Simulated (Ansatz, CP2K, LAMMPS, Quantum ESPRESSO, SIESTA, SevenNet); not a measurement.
**Amorphous SiO2 (96 atoms): one relaxed cell, several methods**

What does relaxation change in amorphous SiO2 (96 atoms), and how far do other programs agree with plane waves on the relaxed cell?

These are calculated values.

## 1. The structure

The cell holds 96 atoms (32 Si and 64 O), with edges of 11.89, 11.89 and 11.89 Å. Recipe: 96 atoms (32 Si, 64 O) placed at random at 1.9 g/cm³, melted at 5000 K for 10 ps at fixed volume with the Vashishta potential (Vashishta, Kalia, Rino and Ebbsjo, Phys. Rev. B 41, 12197 (1990)). Quenched from 5000 K to 300 K at 50 K/ps and fixed volume, held 5 ps, then minimised at fixed cell. Then the atoms were relaxed with SevenNet l3i5 in the fixed cell. Then the atoms were relaxed with CP2K double zeta, PBE.

**Experiments to compare with.** A silica glass plate was measured by high-energy x-ray diffraction at 20 K and the Si-O distance was taken from the first PDF peak (“Polyhedral units and network connectivity in calcium aluminosilicate glasses from high-energy x-ray diffraction”, 2000, arxiv:cond-mat/0007490): nearest Si–O distance 1.61 Å; number of O about Si 4. The nearest silicon-silicon distance in amorphous silica was obtained by fitting a symmetric peak to the measured radial distribution (as quoted in “New insights into the origin of the first sharp diffraction peak in amorphous silica from an analysis of chemical and radial ordering”, 2024, arxiv:2403.10632): nearest Si–Si distance 3.08 Å; nearest O–O distance 2.63 Å. The mean Si-O-Si angle was obtained by reanalysing earlier high-energy photon diffraction data in combination with published neutron diffraction data on silica glass (“Bond angle distribution in amorphous germania and silica”, 1996, arxiv:chem-ph/9603004): Si–O–Si angle 148.3 °.

## 2. The relaxation

CP2K double zeta (DZVP-MOLOPT-SR, GTH-PBE potentials, 480 Ry; k-points Γ) took 35 geometry steps and reached its thresholds. It started from the geometry that SevenNet l3i5 had relaxed.

The job ended after 19 min (4 MPI ranks of Arm Neoverse V2, shared host; peak memory 2.7 GiB; 77 min of CPU time).

```csv
,before,after
energy (meV/atom),0,-5.2
Si-O bonds under 2.08 Å,127 at 1.639 Å,127 at 1.643 Å
```

Atoms moved by 0.04 Å r.m.s. and 0.20 Å at most, with the common shift taken off.

## 3. Structure of the relaxed cell

Density 1.9 g/cm³, 17.50 Å³ an atom.

Pair distribution functions g(r), in bins of 0.1 Å:

```
r (Å)  total   O-O   O-Si  Si-Si
 1.45   0.00  0.00   0.00   0.00
 1.55   0.83  0.00   1.86   0.00
 1.65  12.60  0.00  28.30   0.00
 1.75   0.29  0.00   0.66   0.00
 1.85   0.00  0.00   0.00   0.00
 1.95   0.00  0.00   0.00   0.00
 2.05   0.00  0.00   0.00   0.00
 2.15   0.00  0.00   0.00   0.00
 2.25   0.00  0.00   0.00   0.00
 2.35   0.00  0.00   0.00   0.00
 2.45   0.00  0.00   0.00   0.00
 2.55   1.10  2.49   0.00   0.00
 2.65   3.43  7.71   0.00   0.00
 2.75   2.67  6.01   0.00   0.00
 2.85   0.50  0.97   0.00   0.64
 2.95   0.50  0.15   0.15   3.28
 3.05   0.81  0.28   0.07   5.90
 3.15   0.73  0.26   0.20   4.72
 3.25   0.72  0.25   0.74   2.50
 3.35   0.49  0.52   0.53   0.24
 3.45   0.76  0.49   1.21   0.00
 3.55   0.53  0.36   0.82   0.00
 3.65   0.70  0.49   1.08   0.00
 3.75   0.74  0.37   1.30   0.00
 3.85   1.04  0.66   1.59   0.35
 3.95   0.99  0.38   1.81   0.17
 4.05   0.96  0.72   1.44   0.00
 4.15   1.35  0.27   2.65   0.46
 4.25   1.56  0.87   2.50   0.57
 4.35   1.07  0.86   1.42   0.55
 4.45   1.03  1.51   0.50   1.19
 4.55   0.76  1.01   0.44   1.01
 4.65   0.86  1.21   0.48   0.97
 4.75   0.79  1.13   0.38   1.05
 4.85   1.03  1.31   0.69   1.23
 4.95   1.05  1.60   0.48   1.17
 5.05   1.08  1.36   0.67   1.64
 5.15   1.21  1.60   0.76   1.48
 5.25   0.95  1.38   0.52   0.94
 5.35   1.24  1.73   0.78   1.10
 5.45   0.96  0.95   0.81   1.59
 5.55   1.15  0.85   1.40   1.36
 5.65   0.80  0.67   0.86   1.06
 5.75   0.82  0.47   0.95   1.66
```

Bonds by pair of elements; cutoffs follow the first minimum of g(r), held within bounds set by covalent radii, and pairs that aren't listed don't count as bonded:

```
pair A-B  cutoff (Å)  bonds  mean length (Å)  spread (Å)  shortest (Å)  B about A  A about B
    O-Si        2.08    127             1.64       0.026          1.54       1.98       3.97
```

How many atoms have how many bonded neighbours:

```
element  mean  1   2  3   4
      O  1.98  1  63  0   0
     Si  3.97  0   0  1  31
```

Bond angles, per cent of each kind in bins of 5°:

```
angle (°)  O-Si-O  Si-O-Si
   95–100     1.6      0.0
  100–105    14.3      0.0
  105–110    38.1      0.0
  110–115    34.9      0.0
  115–120     9.0      1.6
  120–125     1.6      3.2
  125–130     0.5      9.5
  130–135     0.0     22.2
  135–140     0.0     11.1
  140–145     0.0     14.3
  145–150     0.0     11.1
  150–155     0.0      7.9
  155–160     0.0     12.7
  160–165     0.0      3.2
  165–170     0.0      3.2
```

Bond angles (no mean is given where the spread exceeds 20°):

```csv
angle,count,mean (°),spread (°)
O-Si-O,189,110,4.9
Si-O-Si,63,142,12
```

Oxygen atoms by the number of network formers (Si, P, Ge, B, Al, As, Ga) bound to them:

```
network formers bound to O  O atoms  per cent
                         0        0         0
                         1        1       1.6
                         2       63      98.4
```

Network units: each former by its oxygen neighbours and how many of them bridge to another former:

| former | O neighbours | bridging O | atoms |
| --- | --- | --- | --- |
| Si | 3 | 3 | 1 |
| Si | 4 | 3 | 1 |
| Si | 4 | 4 | 30 |

Bond length by coordination (bonds to H left out):

```csv
element,coordination,atoms,mean bond length (Å)
O,1,1,1.54
O,2,63,1.64
Si,3,1,1.58
Si,4,31,1.64
```

Rings of the network by King's shortest-path rule, up to 12 atoms, one path for each pair of neighbours; H, halogens, alkali and alkaline-earth atoms are left out, and the last column divides by all other atoms, bonded or not:

```
ring size (atoms)  rings  per network atom
                6      4             0.042
                8      6             0.062
               10     12             0.125
               12     12             0.125
```

For some of the pairs, g(r) has its first main peak near 2.7 Å (O-O), 1.6 Å (O-Si) and 3.1 Å (Si-Si). Counting bonds as in the table, 98 % of O atoms have 2 and 97 % of Si atoms have 4 bonded neighbours. The O-Si-O angle averages 110° with a spread of 5°. 98 % of the oxygens bridge two formers (Si) and 2 % are non-bridging. The commonest Si unit has 4 oxygens, 4 of them shared with other formers (30 of 32 atoms). Rings of 10 and 12 atoms are the most common (35 % each of those counted); sizes run from 6 to 12, where the search stops.

Calculation beside experiment:

| quantity | measured | this cell | difference | method of the measurement |
| --- | --- | --- | --- | --- |
| nearest Si–O distance | 1.61 Å | 1.64 Å | +2.0 % | high-energy XRD, PDF Gaussian fit |
| nearest Si–Si distance | 3.08 Å | 3.09 Å | +0.3 % | diffraction, Gaussian radial peak fit |
| nearest O–O distance | 2.63 Å | 2.68 Å | +1.9 % | diffraction, Gaussian radial peak fit |
| number of O about Si | 4 | 3.97 | -0.8 % | high-energy XRD, PDF Gaussian fit |
| Si–O–Si angle | 148.3 ° | 142 ° | -4.2 % | x-ray and neutron diffraction, model fit |

The cell differs from the measured distances by up to 2.0 %, neighbour counts by up to 0.8 % and angles by up to 4.2 %. Distances of this cell are positions of the first main peak of g(r), or bond means where the peak is narrow; means over all bonds within a cutoff lie farther out for broad shells. The network descends from the steps of the recipe above, so the comparison tests them together. Our coordination numbers hang on a cutoff, and experiments count neighbours in their own ways.

## 4. The plane-wave reference

Quantum ESPRESSO 7.5: Kohn-Sham DFT, PBE, SSSP efficiency 1.3.0 pseudopotentials, plane waves. Its input for the relaxed cell:

```
&control
  calculation = 'scf'
  pseudo_dir = './pseudo'
  outdir = './tmp'
  disk_io = 'none'
  tprnfor = .true.
  tstress = .true.
/
&system
  ibrav = 0
  nat = 96
  ntyp = 2
  ecutwfc = 60
  ecutrho = 480
  nosym = .true.
  occupations = 'smearing'
  smearing = 'fd'
  degauss = 0.003675
/
&electrons
  conv_thr = 4.8e-07
  electron_maxstep = 100
  mixing_beta = 0.4
  mixing_mode = 'plain'
  diagonalization = 'david'
/
ATOMIC_SPECIES
Si 28.085 Si.upf
O 15.999 O.upf
CELL_PARAMETERS angstrom
11.88860 0.00000 0.00000
0.00000 11.88860 0.00000
0.00000 0.00000 11.88860
ATOMIC_POSITIONS crystal
Si 0.13347 0.45950 0.84040
Si 0.08169 0.45404 0.58103
Si 0.44740 0.01950 0.02873
[... 91 atom lines left out ...]
O 0.16490 0.86249 0.06839
O 0.31945 0.53749 0.33805
K_POINTS gamma
```

Run time: 3.8 min. Hardware: 4 MPI ranks of Arm Neoverse V2, shared host; peak memory 5.8 GiB; 15 min of CPU time.

## 5. All levels at this geometry

CPU times are from a shared host and are rough.

```
                level                    basis or training data  k-points  own r.m.s. force (meV/Å)  difference from the reference (meV/Å)  pressure (GPa)  Kohn-Sham gap (eV)  CPU time  memory (GiB)
              QE, PBE   plane waves, SSSP efficiency, 60/480 Ry         Γ                       107                                      -           -2.43                1.11    15 min           5.8
CP2K triple zeta, PBE     TZV2P-UZH, GTH-PBE potentials, 600 Ry         Γ                       153                                     92           -3.61                1.07    15 min           6.8
      SIESTA DZP, PBE  DZP orbitals, shift 0.01 Ry, mesh 400 Ry         Γ                       150                                    178           -0.22                0.85   3.6 min           2.0
        SevenNet l3i5        trained on PBE(+U) plane-wave data         -                       146                                     71           -2.48                   -     9.1 s           1.3
```

The gap is the spacing of the highest filled and lowest empty Kohn-Sham level on the mesh; a dash marks partly filled levels, a spacing under 0.15 eV or a method without such levels.

## 6. Findings

Relaxation in the fixed cell lowers the energy by 5 meV/atom at its own level and moves atoms by up to 0.20 Å. The reference finds an r.m.s. force of 107 meV/Å there and a pressure of -2.43 GPa, at a geometry that CP2K double zeta made. Forces differ from the reference's by 71 meV/Å (SevenNet l3i5), 92 meV/Å (CP2K triple zeta, PBE) and 178 meV/Å (SIESTA DZP, PBE).

CP2K double zeta is at its own minimum here, so the reference's force is itself a measure of how the two differ. Pressures lie -0.0 GPa (SevenNet l3i5), -1.2 GPa (CP2K triple zeta, PBE) and +2.2 GPa (SIESTA DZP, PBE) from the reference's. The highest filled and lowest empty levels lie 1.11 eV apart in the reference, against 1.07 eV in CP2K triple zeta, PBE and 0.85 eV in SIESTA DZP, PBE. Counting bonds as in the table, 98 % of O atoms have 2 and 97 % of Si atoms have 4 bonded neighbours. 98 % of the oxygens bridge two formers (Si) and 2 % are non-bridging.

Caveats: The density was set by the recipe and held. One sample of a disordered cell; defect or tail levels can set the gap. Gaps are read on the mesh, which holds the band edges only if they fold onto it, and semilocal functionals tend to put them under measured ones. The quench rate of 50 K/ps is many orders above laboratory rates, so the cell is likely richer in defects and strain than a real sample. The reference samples only Γ, in a cell whose shortest periodic width is 12 Å. The plane-wave runs aren't exact: their cutoffs and mesh weren't converged further here. SIESTA's automatically made basis is far from complete, and its potentials were converted by us (checked for H, C, O, Si, Ge and Ca alone). Where levels are smeared, the DFT runs use Fermi–Dirac occupations at 580 K (0.05 eV), and energies are free energies.

[Logs are printed without paths, hosts, clocks, repeated set-up lines and the standing remarks that a program may print on its own settings, such as how far it seeks lower states.]

[Hosts, paths, dates, database ids (printed as entryN), source tags and the programs' standing remarks are cut or masked in the printed files.]
